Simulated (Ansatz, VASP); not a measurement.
# One calculation of HfN, two programs

```xyz
4
Lattice="3.1339 0.0000 0.0000 -1.5670 2.7140 0.0000 0.0000 0.0000 5.4168" Properties=species:S:1:pos:R:3 pbc="T T T"
Hf    1.5670    0.9047    4.0626
Hf    0.0000    1.8094    1.3542
N     0.0000    0.0000    0.0000
N     0.0000    0.0000    2.7084
```

The cell comes from a database or a generator and needn't be the stable form of this composition.

Alike in both runs: task single point; functional r2SCAN; k mesh 3 × 3 × 2; occupations fermi-dirac, width 0.1 eV; no spin polarisation.

|  | VASP | Ansatz |
| --- | --- | --- |
| version | VASP 6.6.1 | Ansatz 0.2.0 |
| potentials or method | VASP PAW PBE potentials, release 64 (Hf_pv, N) | plane waves, PAW |
| plane-wave cutoff (eV) | 520 | 500 |
| valence electrons in the cell | 30 | 62 |

|  | VASP | Ansatz | Ansatz less VASP |
| --- | --- | --- | --- |
| pressure (GPa) | 1.9 | 4.4 | +2.54 |
| largest component of the traceless stress (GPa) | 10.88 | 11.01 | +0.126 |

The two sets of potentials don't hold the same shells in valence.

Caveats: the k mesh is coarse (spacing up to 0.77 Å⁻¹), so the values aren't converged; the PAW data sets were made with another functional, which shifts forces and pressure a little (VASP). Spin-orbit coupling is left out, which matters for the levels of Hf.
